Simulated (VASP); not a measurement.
# C: relaxed cell and band gap, by functional

C, P6_3/mmc (no. 194), 4 atoms in the cell.

| Functional | Volume (Å³/atom) | Change from the starting volume (fraction) | Gap, path and mesh (eV) | Time (s) |
|---|---|---|---|---|
| Wu-Cohen (libxc) | 9.18 | 0.043 | 0.00 | 44 |
| SOGGA11 (libxc) | 11.45 | 0.302 | 0.00 | 186 |
| HCTH/407 (libxc) | 11.13 | 0.266 | 0.00 | 109 |
| APBE (libxc) | 10.61 | 0.207 | 0.00 | 94 |
| PBEint (libxc) | 10.16 | 0.155 | 0.00 | 55 |
| RGE2 (libxc) | 11.83 | 0.345 | 0.00 | 157 |
| N12 (libxc) | 11.35 | 0.290 | 0.00 | 206 |
| LDA, PW92 (libxc) | 8.44 | -0.041 | 0.00 | 39 |

Limits: A zero gap at this level doesn't show that the crystal is a metal; rows 2, 3, 4, 5, 6, 7: the cell opens along one direction, as layers do when no dispersion term holds them together.

## Input of the first row

INCAR.step1:
```
PREC = Accurate ; ENCUT = 600
EDIFF = 1E-7 ; ISMEAR = 0
SIGMA = 0.02 ; LREAL = False
LASPH = True ; GGA_COMPAT = False
ALGO = Normal ; NELM = 150
ISIF = 3 ; LWAVE = False
LCHARG = False ; GGA = LIBXC
LIBXC1 = GGA_X_WC ; LIBXC2 = GGA_C_PBE
IBRION = 2 ; EDIFFG = -0.005
NSW = 60 ; KPAR = 2
```

INCAR.step2, as INCAR.step1 but for:
```
- NSW = 60
+ NSW = 40
```

INCAR.step3, as INCAR.step2 but for:
```
- ISIF = 3
- IBRION = 2
- EDIFFG = -0.005
- NSW = 40
+ ISIF = 2
+ NBANDS = 16
```

KPOINTS:
```
k-points
0
Gamma
  9 9 3
```

KPOINTS_OPT:
```
path GMKGALHA,LM,KH
8
line-mode
reciprocal
 0.0000000000  0.0000000000  0.0000000000  G
 0.5000000000  0.0000000000  0.0000000000  M

 0.5000000000  0.0000000000  0.0000000000  M
 0.3333333333  0.3333333333  0.0000000000  K

 0.3333333333  0.3333333333  0.0000000000  K
 0.0000000000  0.0000000000  0.0000000000  G

 0.0000000000  0.0000000000  0.0000000000  G
 0.0000000000  0.0000000000  0.5000000000  A

 0.0000000000  0.0000000000  0.5000000000  A
 0.5000000000  0.0000000000  0.5000000000  L

 0.5000000000  0.0000000000  0.5000000000  L
 0.3333333333  0.3333333333  0.5000000000  H

 0.3333333333  0.3333333333  0.5000000000  H
 0.0000000000  0.0000000000  0.5000000000  A

 0.5000000000  0.0000000000  0.5000000000  L
 0.5000000000  0.0000000000  0.0000000000  M

 0.3333333333  0.3333333333  0.0000000000  K
 0.3333333333  0.3333333333  0.5000000000  H
```

POSCAR.step1:
```
C
1.0
    2.4610000000      0.0000000000      0.0000000000
   -1.2305000000      2.1312885187      0.0000000000
    0.0000000000      0.0000000000      6.7080000000
C
4
Direct
    0.0000000000      0.0000000000      0.2500000000
    0.0000000000      0.0000000000      0.7500000000
    0.3333333333      0.6666666667      0.2500000000
    0.6666666667      0.3333333333      0.7500000000
```

Commands (each step's output is kept before the next begins):
```
cat potpaw_PBE.64/C/POTCAR > POTCAR
cp INCAR.step1 INCAR
cp POSCAR.step1 POSCAR
mpirun -np 2 vasp_std > vasp.out
cp CONTCAR POSCAR
rm WAVECAR CHG
cp INCAR.step2 INCAR
mpirun -np 2 vasp_std > vasp.out
cp CONTCAR POSCAR
rm WAVECAR CHG
cp INCAR.step3 INCAR
mpirun -np 2 vasp_std > vasp.out
```

Changes of the last row against the first:
```
(all steps)
- LIBXC1 = GGA_X_WC
- LIBXC2 = GGA_C_PBE
+ LIBXC1 = LDA_X
+ LIBXC2 = LDA_C_PW
- cat potpaw_PBE.64/C/POTCAR > POTCAR
+ cat potpaw_LDA.64/C/POTCAR > POTCAR
```

VASP 6.6.1 took 44 s on 2 cores (Intel Xeon 6975P-C (Granite Rapids)), a shared host.
